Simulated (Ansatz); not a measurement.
# WS2 (Tungstenite): the cost of one run

Program: Ansatz 0.2.0 through its Python package. Level of theory: DFT PBEsol, plane waves, PAW. These are calculated values, not measurements.

### Step 1. The structure

The structure is trigonal, space group R3m (No. 160). Conventional cell: a = 3.158 Å, b = 3.158 Å, c = 18.490 Å, α = 90.00°, β = 90.00°, γ = 120.00°. W (site symmetry 3m) has 6 S at 2.39 to 2.42 Å as nearest neighbours. S (site symmetry 3m) has 3 W at 2.39 Å as nearest neighbours. Around S (site symmetry 3m) lie 3 W at 2.42 Å.

No structure file is read: the coordinates are typed or built in the script.

### Step 2. The script

run_kconv.py reads:

```python
"""Convergence of WS2 with the k-point mesh."""

import ansatz as az
from ase import Atoms
import matplotlib.pyplot as plt

SIGMA = 0.05

atoms = Atoms(
    ["W", "S", "S"],
    scaled_positions=[
        [0.0, 0.0, 0.0],
        [0.2497, 0.2497, 0.2497],
        [0.419, 0.419, 0.419],
    ],
    cell=[
        [1.579, 0.911636, 6.163333],
        [-1.579, 0.911636, 6.163333],
        [0.0, -1.823272, 6.163333],
    ],
    pbc=True,
)
xtal = az.Crystal.from_ase(atoms)

calculation = (
    xtal.calculation()
    .occupations(az.OccupationsMethod.FERMI_DIRAC, width=SIGMA)
    .basis(19 * az.Ha)
    .functional(az.Functional.PBESOL)
)

rows = []
for value in [(3, 3, 3), (4, 4, 4), (5, 5, 5), (7, 7, 7), (8, 8, 8), (10, 10, 10)]:
    r = calculation.kpoints(*value).run(threads=1, backend="cpu").report
    rows.append((value, r["free_energy_ev"] / len(r["lattice"]["sites"]), r["n_iterations"], r["n_kpoints"]))

print("        mesh   F/atom (eV)    iterations      k-points")
for row in rows:
    print(f"{str(row[0]):>12s}  {row[1]:12.5f}  {row[2]:12d}  {row[3]:12d}")

# the last row is the reference
for row in rows[:-1]:
    shift = 1000 * (row[1] - rows[-1][1])
    print(f"{row[0]}: {shift:+.2f} meV/atom" + ("  (within 2 meV)" if abs(shift) < 2 else ""))
plt.figure(figsize=(4.5, 3))
plt.plot([str(row[0]) for row in rows], [1000 * (row[1] - rows[-1][1]) for row in rows], "o-")
plt.xlabel("mesh")
plt.ylabel("F - F(last) (meV/atom)")
plt.tight_layout()
plt.savefig("kconv.png", dpi=100)
```

### Step 3. Running it

On the command line:

```console
$ python run_kconv.py
```

What time and memory should one allow on 1 thread of Arm Neoverse V2, shared host?

About 24 s, with a peak of 0.53 GiB.
